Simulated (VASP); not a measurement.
# Pd (Im-3m) in VASP: notebook

One crystal, Pd, is run at these levels: LDA, PBE, PBE+D3(BJ), PBEsol; tasks: relaxation of cell and atoms.

Everything below comes from runs of VASP 6.6.1. Logs are shortened: lines on timing, memory, paths and dates and some standing lists are left out, and cuts for length are marked.

## Step 1: The structure

It takes space group Im-3m (No. 229, cubic). The conventional cell has a = 3.086 Å, b = 3.086 Å, c = 3.086 Å, α = 90.00°, β = 90.00°, γ = 90.00°. Pd (site symmetry m-3m) has 8 Pd at 2.67 Å as nearest neighbours.

This isn't the form of Pd at room conditions, which is fcc.

## Step 2: Relaxation of cell and atoms, LDA

INCAR reads:

```
  PREC = Accurate
  ENCUT = 600
  EDIFF = 1E-7
  ISMEAR = 0
  SIGMA = 0.1
  LREAL = False
  LASPH = True
  NELM = 100
  ALGO = Normal
  ISIF = 3
  LWAVE = False
  LCHARG = False
  IBRION = 2
  NSW = 90
  EDIFFG = -0.005
```

KPOINTS reads:

```
regular mesh
0
Gamma
  18 18 18
```

POSCAR reads:

```
Pd
1.0
   -1.5431889800      1.5431889800      1.5431889800
    1.5431889800     -1.5431889800      1.5431889800
    1.5431889800      1.5431889800     -1.5431889800
Pd
1
Direct
    0.0000000000      0.0000000000      0.0000000000
```

Potentials or basis: VASP PAW LDA potentials, release 64 (Pd).

Command:

```console
cat potpaw_LDA.64/Pd/POTCAR > POTCAR
mpirun -np 1 vasp_std > vasp.out
```

OUTCAR:

```text
PREC = Accurate
   ENCUT = 600
   EDIFF = 1E-7
   ISMEAR = 0
   LREAL = False
   LASPH = True
   NELM = 100
   ISIF = 3
   IBRION = 2
   NSW = 90
   EDIFFG = -0.005

 ion  position               nearest neighbor table
   1  0.000  0.000  0.000-

  LATTYP: Found a body centered cubic cell.
 ALAT       =     3.0863779600

  Lattice vectors:

 A1 = (  -1.5431889800,   1.5431889800,   1.5431889800)
 A2 = (   1.5431889800,  -1.5431889800,   1.5431889800)
 A3 = (   1.5431889800,   1.5431889800,  -1.5431889800)

Analysis of symmetry for initial positions (statically):
=====================================================================
 Subroutine PRICEL returns:
 Original cell was already a primitive cell.

 Routine SETGRP: Setting up the symmetry group for a
 body centered cubic supercell.

 Subroutine GETGRP returns: Found 48 space group operations
 (whereof 48 operations were pure point group operations)
 out of a pool of 48 trial point group operations.

The static configuration has the point symmetry O_h .

Analysis of symmetry for dynamics (positions and initial velocities):
=====================================================================
 Subroutine PRICEL returns:
 Original cell was already a primitive cell.

 Routine SETGRP: Setting up the symmetry group for a
 body centered cubic supercell.

 Subroutine GETGRP returns: Found 48 space group operations
 (whereof 48 operations were pure point group operations)
 out of a pool of 48 trial point group operations.

The dynamic configuration has the point symmetry O_h .

 Subroutine INISYM returns: Found 48 space group operations
 (whereof 48 operations are pure point group operations),
 and found     1 'primitive' translations

----------------------------------------------------------------------------------------

                                     Primitive cell

  volume of cell :      14.7000

  direct lattice vectors                    reciprocal lattice vectors
    -1.543188980  1.543188980  1.543188980     0.000000000  0.324004387  0.324004387
     1.543188980 -1.543188980  1.543188980     0.324004387  0.000000000  0.324004387
     1.543188980  1.543188980 -1.543188980     0.324004387  0.324004387  0.000000000

  length of vectors
     2.672881719  2.672881719  2.672881719     0.458211399  0.458211399  0.458211399

  position of ions in fractional coordinates (direct lattice)
     0.000000000  0.000000000  0.000000000

  ion indices of the primitive-cell ions
   primitive index   ion index
                 1           1

----------------------------------------------------------------------------------------

 KPOINTS: regular mesh

Automatic generation of k-mesh.
 Grid dimensions read from file:
 generate k-points for:   18   18   18

 Generating k-lattice:

  Cartesian coordinates                     Fractional coordinates (reciprocal lattice)
     0.000000000  0.018000244  0.018000244     0.055555556  0.000000000  0.000000000
     0.018000244  0.000000000  0.018000244     0.000000000  0.055555556  0.000000000
     0.018000244  0.018000244  0.000000000     0.000000000  0.000000000  0.055555556

  Length of vectors
     0.025456189  0.025456189  0.025456189

  Shift w.r.t. Gamma in fractional coordinates (k-lattice)
     0.000000000  0.000000000  0.000000000

 Subroutine IBZKPT returns following result:
 ===========================================

 Found    195 irreducible k-points:

 Following reciprocal coordinates:
            Coordinates               Weight
  0.000000  0.000000  0.000000      1.000000
  0.055556  0.000000  0.000000     12.000000
  0.111111  0.000000  0.000000     12.000000
  0.166667  0.000000  0.000000     12.000000
  0.222222  0.000000  0.000000     12.000000
  0.277778  0.000000  0.000000     12.000000
[... 16 lines left out ...]
  0.333333  0.111111 -0.000000     48.000000
  0.388889  0.111111  0.000000     48.000000
 [... further k-points ...]
   k-points           NKPTS =    195   k-points in BZ     NKDIM =    195   number of bands    NBANDS=      9
   number of dos      NEDOS =    301   number of ions     NIONS =      1
   total plane-waves  NPLWV =  13824
   dimension x,y,z NGX =    24 NGY =   24 NGZ =   24
   dimension x,y,z NGXF=    48 NGYF=   48 NGZF=   48
   ions per type =               1
   NGX,Y,Z   is equivalent  to a cutoff of  14.93, 14.93, 14.93 a.u.
   NGXF,Y,Z  is equivalent  to a cutoff of  29.85, 29.85, 29.85 a.u.
 SYSTEM =  unknown system
   PREC   = accura    normal or accurate (medium, high low for compatibility)
   ISTART =      0    job   : 0-new  1-cont  2-samecut
   ICHARG =      2    charge: 1-file 2-atom 10-const
   ISPIN  =      1    spin polarized calculation?
   LNONCOLLINEAR =      F non collinear calculations
   LSORBIT =      F    spin-orbit coupling
   LASPH  =      T    aspherical Exc in radial PAW
   ENCUT  =  600.0 eV  44.10 Ry    6.64 a.u.   5.34  5.34  5.34*2*pi/ulx,y,z
   NELM   =    100;   NELMIN=  2; NELMDL= -5     # of ELM steps
   EDIFF  = 0.1E-06   stopping-criterion for ELM
   LREAL  =      F    real-space projection
   EDIFFG = -.5E-02   stopping-criterion for IOM
   NSW    =     90    number of steps for IOM
   IBRION =      2    ionic relax: 0-MD 1-quasi-New 2-CG
   NFREE  =      1    steps in history (QN), initial steepest desc. (CG)
   ISIF   =      3    stress and relaxation
   ISYM   =      2    0-nonsym 1-usesym 2-fastsym
   POTIM  = 0.5000    time-step for ionic-motion
   TEBEG  =    0.0;   TEEND  =   0.0 temperature during run
   PSTRESS=    0.0 pullay stress
   NELECT =      10.0000    total number of electrons
   NUPDOWN=      -1.0000    fix difference up-down
   EMIN   =  10.00;   EMAX   =-10.00  energy-range for DOS
   EFERMI =   0.00;   METHOD = LEGACY
   ISMEAR =     0;   SIGMA  =   0.10  broadening in eV -4-tet -1-fermi 0-gaus
   EFERMI_NEDOS =   21; number of points for ismear=-14 and -15
   IALGO  =     38    algorithm
   IMIX   =      4    mixing-type and parameters
     AMIX     =   0.40;   BMIX     =  1.00
     AMIX_MAG =   1.60;   BMIX_MAG =  1.00
  volume/ion in A,a.u.               =      14.70        99.20
  Fermi-wavevector in a.u.,A,eV,Ry     =   1.439801  2.720829 28.205233  2.073026
  Thomas-Fermi vector in A             =   2.558616
   LORBIT       =      0    0 simple, 1 ext, 2 COOP (PROOUT), +10 PAW based schemes
   GGA     = CA    functional components
   LHFCALC =     F    Hartree Fock is set to
   AEXX    =    0.0000 exact exchange contribution
   IVDW    =     0    specifies the selected vdW correction
   LEPSILON=     F    determine dielectric tensor
   LRPA    =     F    only Hartree local field effects (RPA)
 conjugate gradient relaxation of ions
 non-spin polarized calculation
 Gauss-broadening in eV      SIGMA  =   0.10
  energy-cutoff  :      600.00
  volume of cell :       14.70
 maximum number of plane-waves:       500
 NGX is ok and might be reduce to    24
   NGX = 11   NGY = 11   NGZ = 11

--------------------------------------- Ionic step        1  -------------------------------------------

 number of electron      10.0000000 magnetization

 number of electron       9.9999998 magnetization

 Free energy of the ion-electron system (eV)
  ---------------------------------------------------
  ext. energy  EPLUGINS =         0.00000000
  ---------------------------------------------------
  free energy    TOTEN  =        -6.43449572 eV

  energy without entropy =       -6.42857487  energy(sigma->0) =       -6.43153529

 E-fermi :   9.6461     XC(G=0): -13.5344

 val. band max:        9.6308617642   @ k =  -0.4444  -0.4444   0.3333
 cond. band min:       9.6534931113   @ k =   0.5000   0.5000   0.4444
 fundamental gap:      0.0226313471
 Fermi energy:         9.6461134433

 k-point     1 :       0.0000    0.0000    0.0000
  band No.  band energies     occupation
      1       2.3927      2.00000
      2       6.6327      2.00000
      3       6.6327      2.00000
      4       6.6327      2.00000
      5       8.6908      2.00000
      6       8.6908      2.00000
      7      28.9710      0.00000
      8      28.9710      0.00000
      9      28.9710      0.00000

 k-point     2 :       0.0556    0.0000    0.0000
  band No.  band energies     occupation
      1       2.5121      2.00000
      2       6.5913      2.00000
      3       6.6343      2.00000
      4       6.7187      2.00000
      5       8.6409      2.00000
      6       8.6936      2.00000
      7      28.9222      0.00000
      8      28.9965      0.00000
      9      29.1190      0.00000
[... 356 lines left out ...]
 POSITION                                       TOTAL-FORCE (eV/Angst)
 -----------------------------------------------------------------------------------
      0.00000      0.00000      0.00000         0.000000     -0.000000     -0.000000
 -----------------------------------------------------------------------------------
    total drift:                               -0.000000      0.000000     -0.000000

  FREE ENERGIE OF THE ION-ELECTRON SYSTEM (eV)
  ---------------------------------------------------
  free  energy   TOTEN  =        -6.4431240429 eV

  energy  without entropy=       -6.4374404680  energy(sigma->0) =       -6.44028226

--------------------------------------- Ionic step        4  -------------------------------------------

 number of electron       9.9999999 magnetization

 Free energy of the ion-electron system (eV)
  ---------------------------------------------------
  ext. energy  EPLUGINS =         0.00000000
  ---------------------------------------------------
  free energy    TOTEN  =        -6.44312628 eV

  energy without entropy =       -6.43744717  energy(sigma->0) =       -6.44028673

 E-fermi :  10.1766     XC(G=0): -13.7192

 val. band max:       10.1598874323   @ k =  -0.4444  -0.4444   0.3333
 cond. band min:      10.1843164639   @ k =   0.5000   0.5000   0.4444
 fundamental gap:      0.0244290315
 Fermi energy:        10.1766226734

 k-point     1 :       0.0000    0.0000    0.0000
  band No.  band energies     occupation
      1       2.6825      2.00000
      2       7.0158      2.00000
      3       7.0158      2.00000
      4       7.0158      2.00000
      5       9.1675      2.00000
      6       9.1675      2.00000
      7      29.5509      0.00000
      8      29.5509      0.00000
      9      29.5509      0.00000

 k-point     2 :       0.0556    0.0000    0.0000
  band No.  band energies     occupation
      1       2.8053      2.00000
      2       6.9721      2.00000
      3       7.0172      2.00000
      4       7.1057      2.00000
      5       9.1145      2.00000
      6       9.1705      2.00000
      7      29.5200      0.00000
      8      29.5815      0.00000
      9      29.7076      0.00000
[... 286 lines left out ...]
 POSITION                                       TOTAL-FORCE (eV/Angst)
 -----------------------------------------------------------------------------------
      0.00000      0.00000      0.00000        -0.000000      0.000000      0.000000
 -----------------------------------------------------------------------------------
    total drift:                               -0.000000      0.000000     -0.000000

  FREE ENERGIE OF THE ION-ELECTRON SYSTEM (eV)
  ---------------------------------------------------
  free  energy   TOTEN  =        -6.4431262835 eV

  energy  without entropy=       -6.4374471716  energy(sigma->0) =       -6.44028673

 reached required accuracy - stopping structural energy minimisation
```

Run time: 20 s. Hardware: 1 thread of Intel Xeon 6975P-C (Granite Rapids), shared host; peak memory 0.17 GiB.

What came out:

```
Free energy                            : -6.4431 eV
Relaxed volume                         : 14.26 Å³/atom
Relaxed cell                           : a = 2.646 Å, b = 2.646 Å, c = 2.646 Å, α = 109.47°, β = 109.47°, γ = 109.47°
Space group after relaxing (to 0.05 Å) : Im-3m (No. 229)
Energy gained by relaxing              : 8.6 meV/atom
Ionic steps                            : 4
Pressure after relaxing                : 0.0 GPa
Band gap on the k mesh                 : none (metal or under the smearing width)
```

Step by step:
```
step  energy change (eV)  largest force (eV/Å)  pressure (GPa)  volume (Å³)
   1              0.0000                0.0000           -6.16        14.70
   2              0.0208                0.0000           13.55        13.53
   3             -0.0086                0.0000           -0.11        14.27
   4             -0.0086                0.0000            0.01        14.26
```

Final structure:
```
Pd
1.0
    -1.52776    1.52776    1.52776
     1.52776   -1.52776    1.52776
     1.52776    1.52776   -1.52776
Pd
1
Cartesian
  0.0000 0.0000 0.0000
```

## Step 3: Relaxation of cell and atoms, PBE

Edit INCAR of step 2 so:

```diff
@@ -12,2 +12,3 @@
   LCHARG = False
+  GGA = PE
   IBRION = 2
```

KPOINTS is that of step 2.

POSCAR is that of step 2.

Potentials or basis: VASP PAW PBE potentials, release 64 (Pd).

Command:

```console
cat potpaw_PBE.64/Pd/POTCAR > POTCAR
mpirun -np 1 vasp_std > vasp.out
```

It took 24 s on 1 thread of Intel Xeon 6975P-C (Granite Rapids), shared host; peak memory 0.17 GiB.

It converged, with:

| Quantity | Value |
| --- | --- |
| Free energy | -5.1784 eV |
| Relaxed volume | 15.40 Å³/atom |
| Relaxed cell | a = 2.715 Å, b = 2.715 Å, c = 2.715 Å, α = 109.47°, β = 109.47°, γ = 109.47° |
| Space group after relaxing (to 0.05 Å) | Im-3m (No. 229) |
| Energy gained by relaxing | 18.3 meV/atom |
| Ionic steps | 4 |
| Pressure after relaxing | 0.0 GPa |
| Band gap on the k mesh | none (metal or under the smearing width) |

Step by step:
| step | energy change (eV) | largest force (eV/Å) | pressure (GPa) | volume (Å³) |
| --- | --- | --- | --- | --- |
| 1 | 0.0000 | 0.0000 | 8.80 | 14.70 |
| 2 | 0.0154 | 0.0000 | -9.25 | 16.49 |
| 3 | -0.0183 | 0.0000 | -0.12 | 15.41 |
| 4 | -0.0183 | 0.0000 | 0.04 | 15.40 |

Final structure:
```
Pd
1.0
    -1.56731    1.56731    1.56731
     1.56731   -1.56731    1.56731
     1.56731    1.56731   -1.56731
Pd
1
Cartesian
  0.0000 0.0000 0.0000
```

Levels at points of the mesh, in eV from the Fermi level:
| k point | band 1 | band 2 | band 3 | band 4 | band 5 | band 6 | band 7 | band 8 | band 9 |
| --- | --- | --- | --- | --- | --- | --- | --- | --- | --- |
| (0.00, 0.00, 0.00) | -6.80 | -2.77 | -2.77 | -2.77 | -0.90 | -0.90 | 19.30 | 19.30 | 19.30 |
| (0.50, 0.00, 0.00) | -4.97 | -3.89 | -0.97 | -0.68 | 0.56 | 1.49 | 7.61 | 15.05 | 17.46 |
| (0.50, 0.50, 0.50) | -4.90 | -4.90 | 0.20 | 0.20 | 0.20 | 9.10 | 9.10 | 9.10 | 17.07 |

(Part 1 of 2 ends here.)
